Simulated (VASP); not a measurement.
## CdS in VASP 6.6.1, single-point calculation

INCAR

```
IBRION = -1
MAGMOM = 1 1
ISIF = 2
NSW = 0
NELM = 120
ENCUT = 520
LDAU = .TRUE.
LDAUU = 4.0 0
LCHARG = .FALSE.
PREC = Accurate
LREAL = .FALSE.
NBANDS = 16
ISPIN = 2
LASPH = .TRUE.
SIGMA = 0.01
LDAUL = 2 -1
LMAXMIX = 4
ISMEAR = -1
LDAUTYPE = 2
LDAUJ = 0 0
LWAVE = .FALSE.
EDIFF = 1E-7
GGA = PE
```

KPOINTS

```
KPOINTS created by Atomic Simulation Environment
0
Gamma
8 8 8
0 0 0
```

POSCAR

```
Cd S
 1.0000000000000000
     0.0000000000000000    2.8510383978000000    2.8510383978000000
     2.8510383978000000    0.0000000000000000    2.8510383978000000
     2.8510383978000000    2.8510383978000000    0.0000000000000000
 Cd  S
   1   1
Cartesian
  0.0000000000000000  0.0000000000000000  0.0000000000000000
  1.4255191988999998  1.4255191988999998  1.4255191988999998
```

The recommended PBE PAW datasets give the neutral cell 18 valence electrons.

Command

```
mpirun -np 1 vasp_std
```

OSZICAR

```
N       E                     dE             d eps       ncg     rms          rms(c)
DAV:   1     0.112502876396E+03    0.11250E+03   -0.92617E+03  1888   0.104E+03
DAV:   2    -0.106329509226E+01   -0.11357E+03   -0.10839E+03  2368   0.253E+02
DAV:   3    -0.537410318787E+01   -0.43108E+01   -0.43051E+01  2232   0.551E+01
DAV:   4    -0.539910221416E+01   -0.24999E-01   -0.24997E-01  2392   0.410E+00
DAV:   5    -0.539941167946E+01   -0.30947E-03   -0.30946E-03  2216   0.421E-01    0.128E+01
DAV:   6    -0.536511215177E+01    0.34300E-01   -0.93350E-01  2160   0.116E+01    0.857E+00
DAV:   7    -0.538086057720E+01   -0.15748E-01   -0.25008E-01  2048   0.378E+00    0.508E+00
DAV:   8    -0.541421019494E+01   -0.33350E-01   -0.46248E-02  1976   0.228E+00    0.236E+00
DAV:   9    -0.541901031912E+01   -0.48001E-02   -0.32860E-03  2240   0.581E-01    0.654E-01
DAV:  10    -0.542020238889E+01   -0.11921E-02   -0.14720E-03  2000   0.313E-01    0.131E-01
DAV:  11    -0.542042562361E+01   -0.22323E-03   -0.16200E-04  2120   0.136E-01    0.845E-02
DAV:  12    -0.542050042335E+01   -0.74800E-04   -0.41253E-05  2128   0.588E-02    0.493E-02
DAV:  13    -0.542054157764E+01   -0.41154E-04   -0.30393E-05  2072   0.363E-02    0.147E-02
DAV:  14    -0.542054507964E+01   -0.35020E-05   -0.25771E-06  2400   0.128E-02    0.300E-03
DAV:  15    -0.542054566118E+01   -0.58154E-06   -0.45531E-07  2168   0.532E-03    0.201E-03
DAV:  16    -0.542054587192E+01   -0.21074E-06   -0.23513E-07  2136   0.322E-03    0.108E-03
DAV:  17    -0.542054587688E+01   -0.49517E-08   -0.11444E-08  1760   0.907E-04
   1 F= -.54205459E+01 E0= -.54205459E+01  d E =-.313238E-13  mag=    -0.0000
```

It converged. Results: pressure 7.8 GPa; magnetic moment of the cell 0.00 μB.

For comparison, a separate PBE run of the intended cell, on usual settings and not on those above, gives a gap of 1.30 eV on its mesh and a pressure of 8.6 GPa.

The run above took about 49 s on one core of a shared host (Intel Xeon Platinum 8488C) and held 0.2 GiB at most.
